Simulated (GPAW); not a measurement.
# BAs (F-43m) in GPAW: notebook

Aim: see how the results for BAs move with the level of theory and the settings. Levels: vdW-DF, PBE, SOGGA, vdW-DF2, PBEint. Tasks: equation of state, band structure.

Everything below comes from runs of GPAW 26.7.0. Logs are shortened: lines on timing, memory, paths and dates and some standing lists are left out, and cuts for length are marked. The log counts tension as positive stress, the text compression.

**Measured values to compare with.**

From “Basic Physical Properties of Cubic Boron Arsenide”, 2019, arxiv:1911.11281, for a bulk crystal of BAs: bulk modulus 148 GPa.

How close the calculation comes is told below.

## Step 1: The crystal as given

Symmetry: F-43m, No. 216, cubic system. Conventional cell: a = 4.777 Å, b = 4.777 Å, c = 4.777 Å, α = 90.00°, β = 90.00°, γ = 90.00°. Around As (site symmetry -43m) lie 4 B at 2.07 Å. B (site symmetry -43m) has 4 As at 2.07 Å as nearest neighbours.

## Step 2: Equation of state, vdW-DF

The input, run.py:

```python
from ase.eos import EquationOfState
from ase.io import Trajectory
from ase.spacegroup import crystal
from ase.units import GPa
from gpaw import GPAW, PW

# As 4c
# B 4a
atoms = crystal(['As', 'B'],
                basis=[[0.25, 0.25, 0.25],
                       [0.0, 0.0, 0.0]],
                spacegroup=216, setting=1,  # F-43m
                cellpar=[4.777, 4.777, 4.777, 90.0, 90.0, 90.0],
                primitive_cell=True)

traj = Trajectory('eos.traj', 'w')
volumes, energies = [], []
for x in [0.94, 0.96, 0.98, 1.0, 1.02, 1.04, 1.06]:
    a = atoms.copy()
    a.set_cell(atoms.cell * x**(1 / 3), scale_atoms=True)
    calc = GPAW(mode=PW(800),
                xc={'name': 'vdW-DF', 'backend': 'libvdwxc'},
                kpts={'size': (8, 8, 8), 'gamma': True},
                occupations={'name': 'fermi-dirac', 'width': 0.05},
                nbands=11,
                convergence={'density': 1e-05, 'energy': 1e-05},
                maxiter=150,
                txt=f'eos-{x:.2f}.txt')
    a.calc = calc
    energies.append(a.get_potential_energy(force_consistent=True))
    volumes.append(a.get_volume())
    calc.write(f'eos-{x:.2f}.gpw')
    traj.write(a)
    print(f'{x:.2f} {volumes[-1]:10.4f} A^3 {energies[-1]:14.6f} eV', flush=True)

v0, e0, B = EquationOfState(volumes, energies, eos='birchmurnaghan').fit()
print(f'V0 = {v0:.4f} A^3, E0 = {e0:.6f} eV, B0 = {B / GPa:.2f} GPa')
```

Potentials or basis: GPAW PAW data sets (gpaw-data 1.2.1), pw.

Command:

```sh
$ OMP_NUM_THREADS=1 python run.py
```

The log of the run:

```text
__  _  _
 | _ |_)|_||  |
 |__||  | ||/\| - 26.7.0

Input parameters:
  mode=PW(ecut=800.0),
  convergence={'density': 1e-05, 'energy': 1e-05},
  kpts=MonkhorstPack(size=(8, 8, 8), gamma=True),
  maxiter=150,
  nbands=11,
  occupations=Occupations(name='fermi-dirac', width=0.05),
  xc=XC(name='vdW-DF', backend='libvdwxc')

Diagonalizing LCAO Hamiltonian
Converting LCAO to pw mode

           As

       B

Atoms  # Å, Bohr magnetons
|   | symbol |        x |        y |        z |    initial magnetic moments |
|---|--------|----------|----------|----------|-----------------------------|
| 0 |     As | 1.169871 | 1.169871 | 1.169871 | ( 0.0000,  0.0000,  0.0000) |
| 1 |      B | 0.000000 | 0.000000 | 0.000000 | ( 0.0000,  0.0000,  0.0000) |

Unit cell  # Å
| periodic |        x |        y |        z |  lengths |    angles |
|----------|----------|----------|----------|----------|-----------|
|      yes | 0.000000 | 2.339741 | 2.339741 | 3.308894 | 60.000000 |
|      yes | 2.339741 | 0.000000 | 2.339741 | 3.308894 | 60.000000 |
|      yes | 2.339741 | 2.339741 | 0.000000 | 3.308894 | 60.000000 |

Number of symmetries: 24
Symmetry operations  # r_c * U_cc + t_c -> r_c
|    | kind |            matrix            |
|----|------|------------------------------|
|  0 |  E   |  1, 0, 0,  0, 1, 0,  0, 0, 1 |
|  1 |  σ   |  1, 0, 0,  0, 0, 1,  0, 1, 0 |
|  2 |  σ   |  1, 0,-1,  0, 1,-1,  0, 0,-1 |
|  3 |  C3  |  1, 0,-1,  0, 0,-1,  0, 1,-1 |
|  4 |  C3  |  1,-1, 0,  0,-1, 1,  0,-1, 0 |
|  5 |  σ   |  1,-1, 0,  0,-1, 0,  0,-1, 1 |
|  6 |  σ   |  0, 1, 0,  1, 0, 0,  0, 0, 1 |
|  7 |  C3  |  0, 1, 0,  0, 0, 1,  1, 0, 0 |
|  8 |  C2  |  0, 1,-1,  1, 0,-1,  0, 0,-1 |
|  9 |  S4  |  0, 1,-1,  0, 0,-1,  1, 0,-1 |
| 10 |  C3  |  0, 0, 1,  1, 0, 0,  0, 1, 0 |
| 11 |  σ   |  0, 0, 1,  0, 1, 0,  1, 0, 0 |
| 12 |  S4  |  0, 0,-1,  1, 0,-1,  0, 1,-1 |
| 13 |  C3  |  0, 0,-1,  0, 1,-1,  1, 0,-1 |
| 14 |  S4  |  0,-1, 1,  1,-1, 0,  0,-1, 0 |
| 15 |  C2  |  0,-1, 1,  0,-1, 0,  1,-1, 0 |
| 16 |  C3  |  0,-1, 0,  1,-1, 0,  0,-1, 1 |
| 17 |  S4  |  0,-1, 0,  0,-1, 1,  1,-1, 0 |
| 18 |  S4  | -1, 1, 0, -1, 0, 1, -1, 0, 0 |
| 19 |  C3  | -1, 1, 0, -1, 0, 0, -1, 0, 1 |
| 20 |  C3  | -1, 0, 1, -1, 1, 0, -1, 0, 0 |
| 21 |  S4  | -1, 0, 1, -1, 0, 0, -1, 1, 0 |
| 22 |  σ   | -1, 0, 0, -1, 1, 0, -1, 0, 1 |
| 23 |  C2  | -1, 0, 0, -1, 0, 1, -1, 1, 0 |

BZ-sampling:
  Number of BZ points: 512
  Number of IBZ points: 29

  Monkhorst-Pack size: [8, 8, 8]
  Monkhorst-Pack shift: [0.0625, 0.0625, 0.0625]

K-points  # in reciprocal-cell coordinates
|     |                                coordinates |     weight |
|-----|--------------------------------------------|------------|
|   0 | (  0.00000000,   0.00000000,   0.00000000) | 0.00195312 |
|   1 | (  0.12500000,   0.12500000,   0.00000000) | 0.01171875 |
|   2 | (  0.12500000,   0.12500000,   0.12500000) | 0.01562500 |
|   3 | (  0.25000000,   0.12500000,   0.12500000) | 0.02343750 |
|   4 | (  0.25000000,   0.25000000,   0.00000000) | 0.01171875 |
|   5 | (  0.25000000,   0.25000000,   0.12500000) | 0.04687500 |
|   6 | (  0.25000000,   0.25000000,   0.25000000) | 0.01562500 |
|   7 | (  0.37500000,   0.25000000,  -0.37500000) | 0.04687500 |
|   8 | (  0.37500000,   0.25000000,   0.12500000) | 0.04687500 |
|   9 | (  0.37500000,   0.25000000,   0.25000000) | 0.04687500 |
| ... |                                            |            |
|  28 | (  0.50000000,   0.50000000,   0.50000000) | 0.00781250 |

Plane wave coefficients: 1363
Cutoff: 800.0 eV

Spin-components: 1 (collinear spins)
Bands:           11
Projectors:      10
Spin-degeneracy: 2
Datatype:        complex128

Parallelization:
  kpt:    1
  domain: 1
  band:   1

Density:
  Valence electrons: 8.0
  Components: 1
  Grid points: [24 24 24]
  Charge: 0.0  # |e|

Potential:
  Grid points: [24 24 24]

species:
  As:
    name:    Arsenic
    Z:       33.0
    valence: 5
    core:    28
    charge:  0.0  # [|e|]
    compensation charges:
      type: gauss
      rc: 0.33  # [Å]
      lmax: 2
    cutoffs:
      filter: 1.87  # [Å]
      core: 2.96  # [Å]
    projectors
    | kind |    occ | energy [eV] | rcut [Å] |
    |------|--------|-------------|----------|
    |   4s |  2.000 |     -14.425 |    1.058 |
    |   4p |  3.000 |      -5.155 |    1.058 |
    |    s |        |      12.786 |    1.058 |
    |    p |        |      22.056 |    1.058 |
    |    d |        |       0.000 |    1.058 |

    Using partial waves for As as LCAO basis

  B:
    name:    Boron
    Z:       5.0
    valence: 3
    core:    2
    charge:  0.0  # [|e|]
    compensation charges:
      type: gauss
      rc: 0.20  # [Å]
      lmax: 2
    cutoffs:
      filter: 1.14  # [Å]
      core: 1.38  # [Å]
    projectors
    | kind |    occ | energy [eV] | rcut [Å] |
    |------|--------|-------------|----------|
    |   2s |  2.000 |      -9.465 |    0.635 |
    |   2p |  1.000 |      -3.568 |    0.635 |
    |    s |        |      17.746 |    0.635 |
    |    p |        |      23.644 |    0.635 |
    |    d |        |       0.000 |    0.635 |

    Using partial waves for B as LCAO basis

Reference energy: -62178.080768  # eV

eigensolver:
  PPCG
  Converge bands: occupied
  niter=2

density mixing:
  MSR1-Mixer
  Pratt-step length: 0.05
  Maximum mixing coefficient: 0.75
  Old densities: 10
  SVD Regularization: 0.005
  Good broyden scale: 1.0
  Trust region scale: 1.0
  Backstep threshold: 4.0
  History deletion threshold: 6.0
  Fourier metric: weight=20.0, sigma=0.015

occupation numbers:
  Fermi-Dirac:
    width: 0.0500  # eV

poisson solver:
  ecut: 6400.0  # eV

xc functional:
  name: vdW-DF with libvdwxc
  Mode: serial
  Semilocal: GGA_X_PBE_R+LDA_C_PW with 2 nearest neighbor stencil
  Local blocksize: 48 x 48 x 48
  PAW datasets: revPBE

convergence criteria:
- Maximum integral of absolute [dens]ity change: 1e-05 electrons / valence electron
- Maximum [total energy] change in last 3 cyles: 1e-05 eV / valence electron
- Maximum integral of absolute [eigenst]ate change: 4e-08 eV^2 / valence electron
maximum number of iterations: 150

SCF iterations
|iter     | |      energy | eigst |  dens |
|---------|-|-------------|-------|-------|
|iter:   1| |  -51.168485 | -0.15 |       |
|iter:   2| |  -51.018881 | -2.30 | -0.68 |
|iter:   3| |  -50.431291 | -1.53 | -0.72 |
|iter:   4| |  -50.430689 | -3.03 | -1.41 |
|iter:   5| |  -50.432174 | -3.83 | -1.84 |
|iter:   6| |  -50.432255 | -5.41 | -2.54 |
|iter:   7| |  -50.432256 | -7.24 | -3.66 |
|iter:   8| |  -50.432256c| -8.12c| -4.21 |
|iter:   9| |  -50.432256c| -8.69c| -5.30c|

Converged in 9 steps
Energy contributions relative to reference atoms: (reference = -62178.080768)

Energy contributions:
  Kinetic:          32.154733
  Coulomb:         -27.918323
  Zero:             -0.014959
  External:          0.000000
  Xc:              -54.653708
  Entropy:          -0.000000
  Spinorbit:         0.000000
  ----------------------------
  Free energy:     -50.432256
  Extrapolated:    -50.432256

dipole moment: (-11.314892, -11.314892, -11.314892)  # |e|*Ang

Fermi level: 9.469
Eigenvalues  # (at kpt = [0.000, 0.000, 0.000])
| band index |      eig [eV] | occ [0-2] |
|------------|---------------|-----------|
|          0 |        -7.064 |     2.000 |
|          1 |         8.822 |     2.000 |
|          2 |         8.822 |     2.000 |
|          3 |         8.822 |     2.000 |
|          4 |        12.265 |     0.000 |
|          5 |        12.265 |     0.000 |
|          6 |        12.265 |     0.000 |
|          7 |        14.407 |     0.000 |
|          8 |        19.219 |     0.000 |
|          9 |        22.270 |     0.000 |
|         10 |        22.271 |     0.000 |

Gap: 1.329 eV
Transition (v -> c):
  (s=0, k=0, n=3, [0.00, 0.00, 0.00]) -> (s=0, k=12, n=4, [0.38, 0.38, 0.00])
Direct/indirect transitions are different
Direct gap: 3.443 eV
Transition at: (s=0, k=0, n=3, [0.00, 0.00, 0.00])
# Writing to eos-0.94.gpw (mode='')
```

It took 52 s on 1 thread of Intel Xeon Platinum 8488C (Sapphire Rapids), shared host; peak memory 0.3 GiB.

Results:

```
Equilibrium volume : 14.49 Å³/atom (rough: see the caveat)
Bulk modulus       : 117 GPa (rough)
```

Energy against volume, from the lowest point:
| volume (Å³/atom) | energy (meV/atom) |
| --- | --- |
| 12.809 | 89.07 |
| 13.081 | 60.11 |
| 13.354 | 37.56 |
| 13.626 | 20.83 |
| 13.899 | 9.36 |
| 14.171 | 2.57 |
| 14.444 | 0.00 |

Caveat: the minimum lies outside the volumes run; the PAW data sets were made with another functional, which shifts forces and pressure a little.

## Step 3: Band structure, PBE

The input, run.py:

```python
from ase.dft.bandgap import bandgap
from ase.io import write
from ase.spacegroup import crystal
from gpaw import GPAW

# As 4c
# B 4a
atoms = crystal(['As', 'B'],
                basis=[[0.25, 0.25, 0.25],
                       [0.0, 0.0, 0.0]],
                spacegroup=216, setting=1,  # F-43m
                cellpar=[4.777, 4.777, 4.777, 90.0, 90.0, 90.0],
                primitive_cell=True)

calc = GPAW(mode='lcao',
            h=0.2,
            basis='sz(dzp)',
            xc='PBE',
            kpts={'size': (8, 8, 8), 'gamma': True},
            occupations={'name': 'fermi-dirac', 'width': 0.05},
            convergence={'density': 1e-05, 'energy': 1e-05},
            maxiter=150,
            txt='gpaw.txt')
atoms.calc = calc
energy = atoms.get_potential_energy()
forces = atoms.get_forces()
calc.write('gs.gpw')
write('result.traj', atoms)
print(f'Energy: {energy:.6f} eV')
print('Forces (eV/A):')
print(forces.round(4))
print('Fermi level:', round(calc.get_fermi_level(), 4), 'eV')
print(f'Gap: {bandgap(calc)[0]:.4f} eV, direct: {bandgap(calc, direct=True)[0]:.4f} eV')

path = atoms.cell.bandpath('GXWKGLUWLK,UX', npoints=100, eps=1e-4)
bs_calc = calc.fixed_density(kpts=path, symmetry='off', txt='bands.txt')
bs = bs_calc.band_structure()
bs.write('bs.json')
print(f'Gap on the path: {bandgap(bs_calc)[0]:.4f} eV')
```

Potentials or basis: GPAW PAW data sets (gpaw-data 1.2.1), lcao:sz(dzp).

Command:

```sh
$ OMP_NUM_THREADS=1 python run.py
```

Run time: 7.7 s. Hardware: 1 thread of Intel Xeon Platinum 8488C (Sapphire Rapids), shared host; peak memory 0.13 GiB.

These settings aren't checked as converged: the numbers below hold their error.

Results:

```
Free energy             : -10.1358 eV
Band gap on the k mesh  : 2.46 eV, indirect (least direct gap 3.87 eV)
Band gap along the path : 2.41 eV, indirect (least direct gap 3.87 eV)
```

Caveat: the real-space grid adds noise to forces; the basis of atomic orbitals isn't converged, which shifts pressures, moduli and gaps.

## Step 4: Equation of state, SOGGA

The input, run.py:

```python
from ase.eos import EquationOfState
from ase.io import Trajectory, read
from ase.units import GPa
from gpaw import GPAW, PW, setup_paths

setup_paths.insert(0, '.')

atoms = read('BAs.cif')

traj = Trajectory('eos.traj', 'w')
volumes, energies = [], []
for x in [0.94, 0.96, 0.98, 1.0, 1.02, 1.04, 1.06]:
    a = atoms.copy()
    a.set_cell(atoms.cell * x**(1 / 3), scale_atoms=True)
    calc = GPAW(mode=PW(800),
                xc='GGA_X_SOGGA+GGA_C_PBE_SOL',
                kpts={'size': (8, 8, 8), 'gamma': True},
                occupations={'name': 'fermi-dirac', 'width': 0.05},
                nbands=11,
                convergence={'density': 1e-05, 'energy': 1e-05},
                maxiter=150,
                txt=f'eos-{x:.2f}.txt')
    a.calc = calc
    energies.append(a.get_potential_energy(force_consistent=True))
    volumes.append(a.get_volume())
    p = -a.get_stress()[:3].mean() / GPa
    calc.write(f'eos-{x:.2f}.gpw')
    traj.write(a)
    print(f'{x:.2f} {volumes[-1]:10.4f} A^3 {energies[-1]:14.6f} eV {p:9.3f} GPa', flush=True)

v0, e0, B = EquationOfState(volumes, energies, eos='birchmurnaghan').fit()
print(f'V0 = {v0:.4f} A^3, E0 = {e0:.6f} eV, B0 = {B / GPa:.2f} GPa')
```

The input, BAs.cif:

```cif
data_BAs
_cell_length_a 3.37784909
_cell_length_b 3.37784909
_cell_length_c 3.37784909
_cell_angle_alpha 60.00000000
_cell_angle_beta 60.00000000
_cell_angle_gamma 60.00000000
_space_group_name_H-M_alt 'P1'
_space_group_name_Hall 'P 1'
_space_group_IT_number 1
loop_
_space_group_symop_operation_xyz
'x,y,z'
loop_
_atom_site_label
_atom_site_type_symbol
_atom_site_symmetry_multiplicity
_atom_site_Wyckoff_symbol
_atom_site_fract_x
_atom_site_fract_y
_atom_site_fract_z
_atom_site_occupancy
As1 As 1 a 0.7500000000 0.7500000000 0.7500000000 1
B1 B 1 a 0.0000000000 0.0000000000 0.0000000000 1
```

Potentials or basis: PAW data sets generated in the run's folder for this functional, pw.

Command:

```sh
$ gpaw-setup -f GGA_X_SOGGA+GGA_C_PBE_SOL As B
$ OMP_NUM_THREADS=1 python run.py
```

Wall time 49 s (1 thread of Intel Xeon Platinum 8488C (Sapphire Rapids), shared host); peak memory 0.21 GiB.

It converged, with:

```
Equilibrium volume                      : 13.59 Å³/atom
Bulk modulus                            : 142 GPa
Pressure derivative of the bulk modulus : 4.1
```

Energy against volume, from the lowest point:
| volume (Å³/atom) | energy (meV/atom) |
| --- | --- |
| 12.809 | 22.01 |
| 13.081 | 8.99 |
| 13.354 | 1.84 |
| 13.626 | 0.00 |
| 13.899 | 2.93 |
| 14.171 | 10.19 |
| 14.444 | 21.33 |

(Part 1 of 2 ends here.)
